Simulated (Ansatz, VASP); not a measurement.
## One calculation of SnO, two programs

```
Sn O
1.0
    -0.19840    2.46289    2.46289
     2.46289   -0.19840    2.46289
     2.46289    2.46289   -0.19840
Sn O
1 1
Direct
  0.00000 0.00000 0.00000
  0.50000 0.50000 0.50000
```

Change from the starting cell: epitaxial_111 strain +4.9%.

Alike in both runs: task single point; functional HSE06; k mesh 6 × 6 × 6; occupations fermi-dirac, width 0.02 eV; no spin polarisation.

|  | VASP | Ansatz |
| --- | --- | --- |
| version | VASP 6.6.1 | Ansatz 0.2.0 |
| potentials or method | VASP PAW PBE potentials, release 64 (Sn_d, O) | plane waves, PAW |
| plane-wave cutoff (eV) | 520 | 420 |
| valence electrons in the cell | 20 | 20 |

|  | VASP | Ansatz | Ansatz less VASP |
| --- | --- | --- | --- |
| gap on the k mesh at the Fermi level (eV) | 1.05 | 1.05 | -0.001 |
| pressure (GPa) | -3.6 | -3.6 | -0.06 |
| largest component of the traceless stress (GPa) | 1.83 | 1.83 | +0.006 |

With one functional, cell and mesh, what is left measures potentials, basis and numerics. Ansatz warned: «stress_exchange_threshold_loose».

Caveats: the PAW data sets were made with another functional, which shifts forces and pressure a little (VASP); spin-orbit coupling is left out, which moves the levels of the heavy elements. A k mesh can miss the band edges.
